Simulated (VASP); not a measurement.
Sb:

```
Sb
1.0
     3.20158    0.00000    0.00000
     0.00000    3.20158    0.00000
     0.00000    0.00000    3.20158
Sb
1
Cartesian
  0.0000 0.0000 0.0000
```

This isn't the form of Sb at room conditions, which is rhombohedral.

The cell isn't the ideal one: volume scaled by 1.04.

* Program: VASP 6.6.1
* Task: relaxation of cell and atoms
* Functional: LDA
* Potentials or basis: VASP PAW LDA potentials, release 64 (Sb)
* Cutoff: 600 eV
* k mesh: 8 × 8 × 8
* Occupations: gaussian, width 0.05 eV
* Spin: collinear spin, zero start
* Starting moments: [0.0] μB
* Fixed moment: 0 μB

At the start: pressure -7.1 GPa; volume 32.82 Å³/atom.

Problem. Where does the relaxation end?

Solution. Over 3 steps the energy falls by 110.5 meV/atom and the volume is 28.45 Å³/atom (-13.3 %); space group Pm-3m (No. 221, to 0.05 Å); moment 0.00 μB per cell.

Step by step:
```
step  energy change (eV)  largest force (eV/Å)  pressure (GPa)  volume (Å³)
   1              0.0000                0.0000           -7.05        32.82
   2             -0.0757                0.0000            5.67        26.42
   3             -0.1105                0.0000           -0.02        28.45
```

Final structure:
```xyz
1
Lattice="3.0527 0.0000 0.0000 0.0000 3.0527 0.0000 0.0000 0.0000 3.0527" Properties=species:S:1:pos:R:3 pbc="T T T"
Sb    0.0000    0.0000    0.0000
```

Caveat: the total moment is fixed, so each spin has its own Fermi level.
